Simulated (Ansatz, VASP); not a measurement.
One calculation of HfN, two programs

```xyz
2
Lattice="0.0000 2.1781 2.1781 2.1781 0.0000 2.1781 2.1781 2.1781 0.0000" Properties=species:S:1:pos:R:3 pbc="T T T"
Hf    0.0000    0.0000    0.0000
N     2.1781    2.1781    2.1781
```

Alike in both runs: functional LDA; k mesh 11 × 11 × 11; occupations fermi-dirac, width 0.03 eV; no spin polarisation.

Ansatz relaxed the structure, and its values are those at the end. VASP's run is a single point on that final structure, the one shown.

|  | VASP | Ansatz |
| --- | --- | --- |
| version | VASP 6.6.1 | Ansatz 0.2.0 |
| potentials or method | VASP PAW LDA potentials, release 64 (Hf_pv, N) | PAW with Ansatz's default frozen-core files, scalar-relativistic |
| plane-wave cutoff (eV) | 520 | 420 |
| valence electrons in the cell | 15 | 31 |

|  | VASP | Ansatz | Ansatz less VASP |
| --- | --- | --- | --- |
| pressure (GPa) | 26.0 | 27.0 | +0.98 |

The two sets of potentials don't hold the same shells in valence. Ansatz warned: «stress_scf_threshold_loose».

Caveats: so large a pressure means that the cell lies far from this level's equilibrium, or that cutoff or potentials fall short (VASP). The runs have no spin-orbit coupling, so splittings on Hf are missing.
